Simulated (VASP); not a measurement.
# C: single point with PBEsol

The system is C.

```
C
1.0
     0.00000    1.78337    1.78337
     1.78337    0.00000    1.78337
     1.78337    1.78337    0.00000
C
2
Direct
  0.75000 0.75000 0.75000
  0.50000 0.50000 0.50000
```

This isn't the form of C at room conditions, which is graphite.

```json
{"Program": "VASP 6.6.1", "Task": "single point", "Functional": "PBEsol", "Potentials or basis": "VASP PAW PBE potentials, release 64 (C)", "Cutoff": "520 eV", "k mesh": "13 × 13 × 13", "Occupations": "fermi-dirac, width 0.05 eV", "Spin": "no spin polarisation", "Ladder": "free", "Further INCAR settings": "ALGO = Normal; EDIFF = 1e-07; NBANDS = 11"}
```

The pressure is -3.8 GPa. The band gap on the k mesh is 4.01 eV, indirect (least direct gap 5.54 eV).

Levels at points of the mesh, in eV from the valence-band top:
```tsv
k point	band 2	band 3	band 4	band 5	band 6	band 7
(0.00, 0.00, 0.00)	0.00	0.00	0.00	5.54	5.54	5.54
```

Run time: 15 s on 1 thread of Intel(R) Xeon(R) Platinum 8259CL CPU @ 2.50GHz (Skylake/Cascade Lake), on a shared host, peak memory 0.12 GiB.

Caveat: the PAW data sets were made with another functional, which shifts forces and pressure a little; an odd mesh through Γ misses points on the zone boundary, where band edges often lie.
